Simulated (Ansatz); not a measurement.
## AlN (F-43m), comparing deformations

Level of theory: DFT r2SCAN, scalar-relativistic, plane waves, PAW in Ansatz 0.2.0. The runs took a 500 eV cutoff, a Γ-centred 10×10×10 mesh and Gaussian smearing (0.05 eV). No spin polarisation. Energies are free energies at this smearing, counted from the undisturbed cell; pressure is positive in compression.

The undisturbed cell (relaxed at this level; this zinc-blende form isn't the usual structure):

```
CELL_PARAMETERS angstrom
0.00000 2.18490 2.18490
2.18490 0.00000 2.18490
2.18490 2.18490 0.00000
ATOMIC_POSITIONS crystal
Al 0.00000 0.00000 0.00000
N 0.75000 0.75000 0.75000
```

The cell is strained by ε times a Voigt pattern (xx, yy, zz, yz, xz, xy; engineering shear) with fractional coordinates fixed. τ = (1/V0) dE/dε comes from the stress tensor. Of each scan, only the three points used here are listed.

| pattern | ε | τ (GPa) |
| --- | --- | --- |
| (0, 0, 0, 1, 0, 0) | -0.0025 | -0.59 |
| (0, 0, 0, 1, 0, 0) | 0.0000 | 0.00 |
| (0, 0, 0, 1, 0, 0) | 0.0025 | 0.59 |
| (0, 0, 0, 0, 0, 1) | -0.0050 | -1.17 |
| (0, 0, 0, 0, 0, 1) | 0.0000 | 0.00 |
| (0, 0, 0, 0, 0, 1) | 0.0050 | 1.17 |
| (1, 1, 0, 0, 0, 0) | -0.0150 | -14.72 |
| (1, 1, 0, 0, 0, 0) | 0.0000 | 0.01 |
| (1, 1, 0, 0, 0, 0) | 0.0150 | 13.48 |
| (0, 0, 1, 0, 0, 0) | -0.0150 | -4.64 |
| (0, 0, 1, 0, 0, 0) | 0.0000 | 0.00 |
| (0, 0, 1, 0, 0, 0) | 0.0150 | 4.60 |

Question: Which constants do the scans give, and which deformation costs least for the same size of strain tensor?

Answer: The slope dτ/dε at zero (parabola through three points) is pᵀCp: (0, 0, 0, 1, 0, 0) gives C44 = 234 GPa; (0, 0, 0, 0, 0, 1) gives C44 = 234 GPa; (1, 1, 0, 0, 0, 0) gives 2(C11 + C12) = 940 GPa; (0, 0, 1, 0, 0, 0) gives C11 = 308 GPa. The size of the strain tensor, ε:ε, is ε² times 0.5, 0.5, 2.0, 1.0. Per unit of it the stiffnesses are 469, 469, 470, 308 GPa, so (0, 0, 1, 0, 0, 0) is the softest of these: at ε:ε = (1 %)² the quadratic term costs 1.00 meV/atom against 1.53 for the stiffest. These are clamped-ion values.

Question: What else follows for this cubic crystal?

Answer: From the unrounded slopes C11 = 307.8 and C12 = 162.2 GPa, so B = (C11 + 2 C12)/3 = 211 GPa and the Poisson ratio for a pull along a cube edge is C12/(C11 + C12) = 0.35.

Question: How anisotropic is this cubic crystal?

Answer: Zener's ratio 2 C44/(C11 − C12) = 3.22 with clamped ions; it is 1 for an isotropic solid.

Forces appear on the atoms along this scan, and letting them relax would lower the energy and soften the response.